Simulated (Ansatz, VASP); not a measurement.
# MgSe: VASP beside Ansatz

```
CELL_PARAMETERS angstrom
0.00000 2.73628 2.73628
2.73628 0.00000 2.73628
2.73628 2.73628 0.00000
ATOMIC_POSITIONS crystal
Mg 0.00000 0.00000 0.00000
Se 0.50000 0.50000 0.50000
```

Alike in both runs: task single point; functional PBEsol; k mesh 6 × 6 × 6; no spin polarisation.

|  | VASP | Ansatz |
| --- | --- | --- |
| version | VASP 6.6.1 | Ansatz 0.2.0 |
| potentials or method | VASP PAW PBE potentials, release 64 (Mg, Se) | plane waves |
| plane-wave cutoff (eV) | 520 | 420 |
| occupations | gaussian, width 0.01 eV | fixed |
| valence electrons in the cell | 8 | 26 |

Ansatz gave:

```
gap on the k mesh at the Fermi level (eV) : 1.75
pressure (GPa)                            : -0.8
```

What did VASP give for the same quantities?

gap on the k mesh at the Fermi level (eV): 1.74; pressure (GPa): -0.8.

The two sets of potentials don't hold the same shells in valence.

Caveats: the PAW data sets were made with another functional, which shifts forces and pressure a little (VASP). A k mesh can miss the band edges.
